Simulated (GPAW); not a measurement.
Here is a GPAW 26.7.0 calculation.

File run.py:

```python
from ase.filters import FrechetCellFilter
from ase.io import read, write
from ase.optimize import FIRE
from ase.units import GPa
from gpaw import GPAW, PW

atoms = read('MnS.xyz')
atoms.set_initial_magnetic_moments([4.0, 0.0])

calc = GPAW(mode=PW(600),
            xc='revPBE',
            kpts={'size': (9, 9, 9), 'gamma': True},
            occupations={'name': 'fermi-dirac', 'width': 0.05},
            nbands=21,
            convergence={'density': 1e-05, 'forces': 0.0001},
            maxiter=150,
            txt='gpaw.txt')
atoms.calc = calc
opt = FIRE(FrechetCellFilter(atoms, scalar_pressure=1 * GPa), trajectory='relax.traj', logfile='-')
done = opt.run(fmax=0.02, steps=40)
calc.write('gs.gpw')
write('result.traj', atoms)
print('Converged:', done)
print('Cell:', atoms.cell.cellpar().round(4))
print('Volume:', round(atoms.get_volume(), 4))
print(atoms.get_scaled_positions().round(5))
```

Contents of MnS.xyz:

```xyz
2
Lattice="0.0000000000 2.4734634191 2.4734634191 2.4734634191 0.0000000000 2.4734634191 2.4734634191 2.4734634191 0.0000000000" Properties=species:S:1:pos:R:3 pbc="T T T"
Mn     0.0000000000      0.0000000000      0.0000000000
S      3.7101951286      3.7101951286      3.7101951286
```

Potentials or basis: the program's PAW data sets (release 1.2.1) made for this functional, pw.

Run with:

```sh
$ OMP_NUM_THREADS=1 python run.py
```

Q: Estimate the band gap on the k mesh.

A: None (metal or under the smearing width).

Q: What does it give for the site moments?

A: Mn +0.22; S -0.00 μB.

Final structure:
```xyz
2
Lattice="0.0000 2.5071 2.5071 2.5071 0.0000 2.5071 2.5071 2.5071 0.0000" Properties=species:S:1:pos:R:3 pbc="T T T"
Mn    0.0000    0.0000    0.0000
S     3.7607    3.7607    3.7607
```

Caveat: each step starts from the last one's moments, so a moment once lost doesn't come back; later steps reuse the first step's grids; semilocal functionals often make such compounds metallic where correlation or magnetic order opens a gap, which also shifts bond lengths. With open d or f shells a metallic result of revPBE can be an artefact of self-interaction; +U or a hybrid may open a gap.
